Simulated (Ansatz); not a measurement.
# ScAl: how the energy converges with the cutoff

ScAl, Pm-3m, a = 3.370 Å. The structure is a Materials Project entry; whether it is the stable form wasn't checked. Ansatz: r2SCAN, PAW, cutoff varied, Γ-centred 12×12×12 mesh on 2 atoms, Gaussian smearing 0.10 eV; no spin polarisation. Single points at one geometry, the cutoff alone changed; ΔE is the energy at zero smearing over the run at 850 eV. The runs up to 460 eV lie under the cutoff recommended for these PAW datasets.

| cutoff (eV) | ΔE (meV/atom) |
| --- | --- |
| 150 | 7118.44 |
| 200 | 1333.43 |
| 250 | 218.85 |
| 300 | 36.44 |
| 350 | 10.16 |
| 380 | 6.84 |
| 460 | 3.13 |
| 500 | 2.06 |
| 520 | ? |
| 600 | 0.73 |
| 700 | 0.37 |

Assume ΔE falls exponentially with the cutoff, fit y = ln ΔE against x, the cutoff in eV, to the other rows, and predict the missing value.

y = 8.870, 7.196, 5.388, 3.596, 2.318, 1.923, 1.141, 0.723, -0.315, -0.994. Means x = 389.0, y = 2.9846; Σ(Δx)² = 280290, ΣΔxΔy = -4871; the slope is their ratio. y = 9.745 − 0.01738 x, a factor of ten per 132 eV. At 520 eV this gives ΔE = 2.03 meV/atom. The run gave 1.65, a ratio of 1.23. Between neighbouring rows the decay runs from a factor of ten per 64 eV to one per 339 eV, so one exponential is only a rough guide. The fast fall gives way to a slow tail.

1 further run of this set didn't finish or converge.